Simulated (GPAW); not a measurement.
Zn: relaxation of cell and atoms with PW91

Crystal: Zn.

```
CELL_PARAMETERS angstrom
0.00000 1.96478 1.96478
1.96478 0.00000 1.96478
1.96478 1.96478 0.00000
ATOMIC_POSITIONS crystal
Zn 0.00000 0.00000 0.00000
```

This isn't the form of Zn at room conditions, which is hcp.

| Property | Result |
| --- | --- |
| Program | GPAW 26.7.0 |
| Task | relaxation of cell and atoms |
| Functional | PW91 |
| Potentials or basis | PAW data sets generated in the run's folder for this functional |
| Cutoff | 600 eV |
| Basis | pw |
| k mesh | 10 × 10 × 10 |
| Occupations | fermi-dirac, width 0.05 eV |
| Spin | no spin polarisation |
| Maxiter | 150 |
| Optimizer | BFGS |
| Fmax | 0.02 eV/Å |
| Max steps | 60 |

```yaml
Relaxed_volume: 15.03 Å³/atom
Relaxed_cell: a = 2.770 Å, b = 2.770 Å, c = 2.770 Å, α = 60.00°, β = 60.00°, γ = 60.00°
Space_group_after_relaxing_to_0.05_Å: Fm-3m (No. 225)
Energy_gained_by_relaxing: 0.3 meV/atom
Ionic_steps: 3
Pressure_after_relaxing: 0.0 GPa
Band_gap_on_the_k_mesh: none (metal or under the smearing width)
```

The path:
```csv
step,energy change (eV),largest force (eV/Å),pressure (GPa),volume (Å³)
1,0.0000,0.0000,-0.63,15.17
2,-0.0001,0.0000,-0.46,15.13
3,-0.0003,0.0000,0.01,15.03
```

Final structure:
```
CELL_PARAMETERS angstrom
0.00000 1.95856 1.95856
1.95856 0.00000 1.95856
1.95856 1.95856 0.00000
ATOMIC_POSITIONS crystal
Zn 0.00000 0.00000 0.00000
```

Levels at points of the mesh, in eV from the Fermi level:
```tsv
k point	band 4	band 5	band 6	band 7	band 8	band 9
(0.00, 0.00, 0.00)	-7.83	-7.44	-7.44	18.14	18.14	18.14
(0.50, 0.50, 0.00)	-7.08	-7.08	-1.18	1.57	8.25	8.25
(0.50, 0.50, 0.50)	-7.15	-7.15	-3.08	-1.56	15.09	15.09
```

It took 16 s on 1 thread of Arm Neoverse V2 (shared host), peak memory 0.14 GiB.

Caveat: later steps reuse the first step's grids.
